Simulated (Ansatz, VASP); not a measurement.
TiO2 (Anatase): VASP beside Ansatz

File INCAR:

```
SYSTEM = TiO2
PREC = Accurate ; ENCUT = 520
EDIFF = 1E-6 ; ISMEAR = 0
SIGMA = 0.01 ; LREAL = .FALSE.
LASPH = .TRUE. ; NELM = 100
ALGO = Fast ; ISIF = 2
LWAVE = .FALSE. ; LCHARG = .TRUE.
GGA = PE ; LELF = .TRUE.
LVHAR = .TRUE. ; NBANDS = 33
```

KPOINTS

```
regular mesh
0
G
  7 7 7
  0 0 0
```

File POSCAR:

```
TiO2
1.0
   -1.8921000000      1.8921000000      4.7573000000
    1.8921000000     -1.8921000000      4.7573000000
    1.8921000000      1.8921000000     -4.7573000000
Ti O
2 4
Direct
    0.0000000000      0.0000000000      0.0000000000
    0.7500000000      0.2500000000      0.5000000000
    0.2081000000      0.2081000000      0.0000000000
    0.9581000000      0.4581000000      0.5000000000
    0.5419000000      0.0419000000      0.5000000000
    0.7919000000      0.7919000000      0.0000000000
```

Input for Ansatz:

```yaml
crystal:
  lattice:
    - [-1.8921, 1.8921, 4.7573]
    - [1.8921, -1.8921, 4.7573]
    - [1.8921, 1.8921, -4.7573]
  atoms:
    - { symbol: Ti, position: [0.0, 0.0, 0.0] }
    - { symbol: Ti, position: [0.7499999999999999, 0.25000000000000006, 0.49999999999999994] }
    - { symbol: O, position: [0.2081, 0.2081, 0.0] }
    - { symbol: O, position: [0.9580999999999998, 0.4581, 0.5] }
    - { symbol: O, position: [0.5419, 0.041900000000000014, 0.5] }
    - { symbol: O, position: [0.7919, 0.7919, 0.0] }
basis:
  ecutwfc: 420.0
kpoints:
  mp_grid:
    grid: [7, 7, 7]
  band_path:
    path:
      - [0.0, 0.0, 0.0]
      - [0.0, 0.0, 0.5]
      - [0.25, 0.25, 0.25]
      - [0.0, 0.5, 0.0]
      - [0.0, 0.0, 0.0]
      - [0.5, 0.5, -0.5]
    npoints: 6
hamiltonian:
  xc: pbe
scf:
  n_extra_bands: 8
  occupations:
    method: fixed
output:
  eigenvalues: true
```

Alike in both runs: task single point; functional PBE; k mesh 7 × 7 × 7; no spin polarisation.

|  | VASP | Ansatz |
| --- | --- | --- |
| version | VASP 6.6.1 | Ansatz 0.2.0 |
| potentials or method | VASP PAW PBE potentials, release 64 (Ti_sv, O) | plane waves, PAW |
| plane-wave cutoff (eV) | 520 | 420 |
| occupations | gaussian, width 0.01 eV | fixed |
| valence electrons in the cell | 48 | 48 |

```csv
,VASP,Ansatz,Ansatz less VASP
gap on the k mesh at the Fermi level (eV),2.10,2.12,+0.023
```

Caveats: an odd mesh through Γ misses points on the zone boundary, where band edges often lie.
